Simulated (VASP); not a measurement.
# MgSe: relaxation of cell and atoms with r2SCAN

Crystal: MgSe.

```
CELL_PARAMETERS angstrom
0.00000 2.75447 2.75447
2.75447 0.00000 2.75447
2.75447 2.75447 0.00000
ATOMIC_POSITIONS crystal
Mg 0.00000 0.00000 0.00000
Se 0.50000 0.50000 0.50000
```

| Property | Result |
| --- | --- |
| Program | VASP 6.6.1 |
| Task | relaxation of cell and atoms |
| Functional | r2SCAN |
| Potentials or basis | VASP PAW PBE potentials, release 64 (Mg, Se) |
| Cutoff | 600 eV |
| k mesh | 8 × 8 × 8 |
| Occupations | fermi-dirac, width 0.02 eV |
| Spin | no spin polarisation |
| Dipole correction | no |
| Further INCAR settings | ALGO = Normal; EDIFF = 1e-07; IBRION = 2; EDIFFG = -0.005; NSW = 80; ISIF = 3 |

```yaml
Relaxed_volume: 20.39 Å³/atom
Relaxed_cell: a = 3.863 Å, b = 3.863 Å, c = 3.863 Å, α = 60.00°, β = 60.00°, γ = 60.00°
Space_group_after_relaxing_to_0.05_Å: Fm-3m (No. 225)
Energy_gained_by_relaxing: 2.6 meV/atom
Ionic_steps: 3
Pressure_after_relaxing: 0.0 GPa
Band_gap_on_the_k_mesh: 2.45 eV, indirect (least direct gap 3.45 eV)
```

The path:
| step | energy change (eV) | largest force (eV/Å) | pressure (GPa) | volume (Å³) |
| --- | --- | --- | --- | --- |
| 1 | 0.0000 | 0.0000 | -1.58 | 41.80 |
| 2 | -0.0049 | 0.0000 | 0.35 | 40.57 |
| 3 | -0.0052 | 0.0000 | 0.01 | 40.77 |

Final structure:
```xyz
2
Lattice="0.0000 2.7318 2.7318 2.7318 0.0000 2.7318 2.7318 2.7318 0.0000" Properties=species:S:1:pos:R:3 pbc="T T T"
Mg    0.0000    0.0000    0.0000
Se    2.7318    2.7318    2.7318
```

Levels at points of the mesh, in eV from the valence-band top:
| k point | band 1 | band 2 | band 3 | band 4 | band 5 | band 6 | band 7 | band 8 |
| --- | --- | --- | --- | --- | --- | --- | --- | --- |
| (0.00, 0.00, 0.00) | -13.35 | 0.00 | 0.00 | 0.00 | 3.45 | 8.03 | 8.03 | 8.03 |
| (0.50, 0.00, 0.00) | -12.21 | -4.94 | -0.60 | -0.60 | 4.51 | 6.70 | 6.70 | 9.61 |
| (0.50, 0.50, 0.00) | -11.87 | -4.29 | -1.80 | -1.80 | 2.45 | 4.55 | 12.79 | 13.23 |

Run time: 67 s on 1 thread of Intel(R) Xeon(R) 6975P-C (Granite Rapids), with other jobs on the host, peak memory 0.2 GiB.

Caveat: the PAW data sets were made with another functional, which shifts forces and pressure a little. r2SCAN opens gaps a little over a GGA but as a rule still falls short of measured ones.
